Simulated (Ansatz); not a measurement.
The system is Ni.

```
Ni
1.0
    -1.38372    1.38372    1.38372
     1.38372   -1.38372    1.38372
     1.38372    1.38372   -1.38372
Ni
1
Direct
  0.00000 0.00000 0.00000
```

This isn't the form of Ni at room conditions, which is fcc.

| Property | Result |
| --- | --- |
| Program | Ansatz 0.2.0 |
| Task | relaxation of cell and atoms |
| Functional | PBEsol |
| Dispersion | D3(BJ) |
| Potentials or basis | Ansatz PAW |
| Cutoff | 420 eV (not typed: the program's choice for these potentials) |
| k mesh | 13 × 13 × 13 |
| Occupations | fermi-dirac, width 0.05 eV |
| Spin | collinear spin, ferromagnetic start |
| Starting moments | [1.0] μB |

At the start: volume 10.60 Å³/atom.

Question: Where does the relaxation end?

Answer: It ends after 5 steps and the volume is 10.17 Å³/atom (-4.0 %); space group Im-3m (No. 229, to 0.05 Å); moment 0.56 μB per cell.

Step by step:
```csv
step,energy change (eV),largest force (eV/Å),volume (Å³)
1,0.0000,0.0000,10.60
2,-0.0090,0.0000,10.39
3,-0.0124,0.0000,10.15
4,-0.0124,0.0000,10.17
5,-0.0122,0.0000,10.17
```

Final structure:
```yaml
crystal:
  lattice:
    - [-1.36484, 1.36484, 1.36484]
    - [1.36484, -1.36484, 1.36484]
    - [1.36484, 1.36484, -1.36484]
  atoms:
    - { symbol: Ni, position: [0.00000, 0.00000, 0.00000] }
```

Caveat: the plane-wave basis is chosen anew once the cell has moved, so the energies of steps on either side of that aren't comparable; pairwise dispersion overbinds metals, which lowers pressure and volume; the PAW data sets come from PBE, with cores solved anew for the run's functional, which leaves a small shift of forces and pressure.
